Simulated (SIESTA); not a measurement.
## ZrO2 under changes of volume

One of the cells (10.990 Å³/atom); the others are scaled copies at fixed shape and fractional positions:

```
Zr O
1.0
     0.00000    2.54507    2.54507
     2.54507    0.00000    2.54507
     2.54507    2.54507    0.00000
Zr O
1 2
Direct
  0.00000 0.00000 0.00000
  0.75000 0.75000 0.75000
  0.25000 0.25000 0.25000
```

Measurements of this composition are mostly on another form, of space group No. 14.

| Quantity | Value |
| --- | --- |
| Program | SIESTA 5.4.2 |
| Functional | PBEsol |
| Potentials or basis | PseudoDojo 0.4 standard (PBEsol files) |
| Basis | DZP (energy shift 0.003 Ry; two zetas on semicore shells) |
| Grid cutoff | 800 Ry |
| Energy shift | 0.003 Ry |
| k mesh | 9 × 9 × 9 |
| Occupations | fermi-dirac, width 0.05 eV |
| Spin | no spin polarisation |

```tsv
volume (Å³/atom)	energy over the lowest point (meV/atom)	pressure (GPa)	gap on the mesh (eV)
10.331	43.78	20.2	3.27
10.551	20.84	13.5	3.22
10.770	6.56	7.5	3.18
10.990	0.00	2.0	3.13
11.210	0.68	-2.8	3.08
11.430	?	?	?
11.650	20.50	-11.3	2.98
```

Q: What does the run at 11.430 Å³/atom give?

A: Energy over the lowest point 7.60 meV/atom; pressure -7.3 GPa; gap on the mesh 3.03 eV.

Worked out: A Birch-Murnaghan fit of order 3 (a polynomial in V^(-2/3)) to the other rows has its minimum at 11.08 Å³/atom with B0 = V·E''(V) = 250 GPa and B' = 4.0. It gives 7.66 meV/atom at 11.430 Å³/atom, against the run's 7.60, and -dE/dV = -7.3 GPa, against -7.3. A straight line through the other rows of the gap, of slope -2.4 eV per unit of ln V, gives 3.03 eV, against the run's 3.03.

Energies are extrapolated to zero smearing.

Caveats: an odd mesh through Γ misses points on the zone boundary, where band edges often lie; the basis of atomic orbitals isn't converged, which shifts pressures, moduli and gaps. Spin-orbit coupling on Zr is left out.
